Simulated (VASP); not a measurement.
Set up this calculation in VASP 6.6.1, as the native input.

```
Task                   : band structure
Functional             : PBEsol
Potentials or basis    : VASP PAW PBE potentials, release 64 (Cd, Se)
Cutoff                 : 520 eV
k mesh                 : 8 × 8 × 8
Occupations            : gaussian, width 0.03 eV
Spin                   : no spin polarisation
Further INCAR settings : ALGO = Fast; EDIFF = 1e-06; NBANDS = 16
```

The structure of CdSe lies in POSCAR:

```
CdSe                                    
1.0
    0.0000000000      3.0462071948      3.0462071948
    3.0462071948      0.0000000000      3.0462071948
    3.0462071948      3.0462071948      0.0000000000
  Cd              Se            
     1     1
Direct
     0.0000000000000000    0.0000000000000000    0.0000000000000000
     0.2500000000000000    0.2500000000000000    0.2500000000000000
```

The cell was built by a generator and needn't be a form met in nature.

The input as run:

INCAR

```
PREC     = Accurate       # precision mode
ENCUT    = 520            # plane-wave cutoff, eV
EDIFF    = 1E-6           # SCF threshold, eV
ISMEAR   = 0              # smearing method
SIGMA    = 0.03           # smearing width, eV
LREAL    = False          # projectors in reciprocal space
LASPH    = True           # aspherical terms in the spheres
NELM     = 80             # most SCF steps
ALGO     = Fast           # electronic algorithm
ISIF     = 2              # what is computed and relaxed
LWAVE    = False          # write WAVECAR
LCHARG   = False          # write CHGCAR
GGA      = PS             # functional
NBANDS   = 16             # bands
ICORELEVEL= 1
```

KPOINTS

```
regular mesh
0
Gamma
  8 8 8
```

KPOINTS_OPT

```
explicit points
159
Reciprocal
 0.0000000000  0.0000000000  0.0000000000 1
 0.0357142857  0.0000000000  0.0357142857 1
 0.0714285714  0.0000000000  0.0714285714 1
 0.1071428571  0.0000000000  0.1071428571 1
 0.1428571429  0.0000000000  0.1428571429 1
 0.1785714286  0.0000000000  0.1785714286 1
[... 151 lines left out ...]
 0.4250000000  0.0000000000  0.4250000000 1
 0.4500000000  0.0000000000  0.4500000000 1
```

Potentials or basis: VASP PAW PBE potentials, release 64 (Cd, Se).

Command:

```sh
$ cat potpaw_PBE.64/Cd/POTCAR potpaw_PBE.64/Se/POTCAR > POTCAR
$ mpirun -np 1 vasp_std > vasp.out
```

It gave:

```json
{
  "Pressure": "0.1 GPa",
  "Band gap on the k mesh": "0.47 eV, direct",
  "Band gap along the path": "0.47 eV, direct"
}
```

Caveat: the PAW data sets were made with another functional, which shifts forces and pressure a little.

It took 31 s on 1 thread of Intel(R) Xeon(R) 6975P-C (Granite Rapids), with other jobs on the host, peak memory 0.2 GiB.
